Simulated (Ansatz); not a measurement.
The cell is stannite Cu2ZnSnS4; cell and atoms were relaxed with r2SCAN. The symmetry is I-42m (No. 121, tetragonal); a = 5.404 Å, c = 10.854 Å in the conventional setting, 19.81 Å³ an atom. Cu has 4 S at 2.30 Å; Zn has 4 S at 2.35 Å; Sn has 4 S at 2.44 Å; S has 2 Cu at 2.30 Å and 1 Zn at 2.35 Å and 1 Sn at 2.44 Å.

3 runs of the plane-wave code Ansatz on this cell differ in the functional (and in the settings that go with it). Levels are in eV from each run's valence top; v1 is the last filled band, c1 the first empty one.

Run A, mean stress +2.4 GPa (compression positive):
```
point     v4     v3     v2     v1    c1    c2
    Γ  -1.62  -0.16   0.00   0.00  0.06  1.90
    X  -1.36  -0.54  -0.49  -0.41  0.48  2.52
    P  -1.03  -1.03  -0.46  -0.44  0.74  2.36
    N  -1.20  -1.14  -0.85  -0.78  1.60  3.11
```

Run B, mean stress +0.9 GPa (compression positive):
```
point     v4     v3     v2     v1    c1    c2
    Γ  -2.00  -0.10   0.00   0.00  1.16  2.91
    X  -1.56  -0.62  -0.59  -0.50  1.57  3.77
    P  -1.19  -1.19  -0.56  -0.53  1.82  3.60
    N  -1.50  -1.38  -0.98  -0.91  2.79  4.27
```

Run C, mean stress 0.0 GPa (compression positive):
```
point     v4     v3     v2     v1    c1    c2
    Γ  -1.60  -0.17   0.00   0.00  0.33  2.11
    X  -1.36  -0.54  -0.49  -0.41  0.71  2.85
    P  -1.02  -1.02  -0.46  -0.44  0.95  2.69
    N  -1.18  -1.12  -0.83  -0.78  1.83  3.39
```

Q: Match the runs to PBE, r2SCAN, HSE06.

A: A is PBE, B is HSE06, C is r2SCAN. In order of the gap: PBE 0.06, r2SCAN 0.33, HSE06 1.16 eV. The stress vanishes for r2SCAN, which relaxed the cell.

Note: simulated data, non-magnetic, for a generated structure that need not be the stable one.

No spin-orbit coupling is included; it can move band edges with weight on the heavy atoms by tenths of an eV.

The program warns that its thresholds are loose for a hybrid's stress.

Gaps or overlaps of about a tenth of an eV are at the limit of these meshes: between the points read a gap can be smaller or closed.

The meshes of the hybrids are coarse, so their gaps aren't converged to the digits shown.
